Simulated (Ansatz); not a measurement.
MnO:

```
CELL_PARAMETERS angstrom
0.00000 2.22391 2.22391
2.22391 0.00000 2.22391
2.22391 2.22391 0.00000
ATOMIC_POSITIONS crystal
Mn 0.00000 0.00000 0.00000
O 0.50000 0.50000 0.50000
```

The cell is a database's computed one.

Base run:

```yaml
Program: Ansatz 0.2.0
Functional: LDA
Potentials_or_basis: Ansatz PAW
Cutoff: "420 eV (not typed: the program's choice for these potentials)"
k_mesh: 10 × 10 × 10
Occupations: fermi-dirac, width 0.05 eV
Spin: collinear spin, ferromagnetic start
Starting_moments: "[4.0, 0.0] μB"
```

Its results: band gap on the k mesh none (metal or under the smearing width); pressure -16.5 GPa; net moment 4.60 μB per cell; site moments Mn +3.91; O +0.22 μB.

Question: The run is repeated on the same cell with these changes: functional from LDA to r2SCAN; cutoff from 420 eV (not typed: the program's choice for these potentials) to 500 eV (not typed: the program's choice for these potentials). What comes out?

Answer: Band gap on the k mesh none (metal or under the smearing width); pressure 0.3 GPa; net moment 5.00 μB per cell; site moments Mn +4.26; O +0.26 μB.

Caveats: a cell with one magnetic atom can't hold antiferromagnetic order, which such compounds often take; semilocal functionals often make such compounds metallic where correlation or magnetic order opens a gap, which also shifts bond lengths; the PAW data sets come from PBE, with cores solved anew for the run's functional, which leaves a small shift of forces and pressure; the magnetic or orbital state may not be the lowest (some runs).
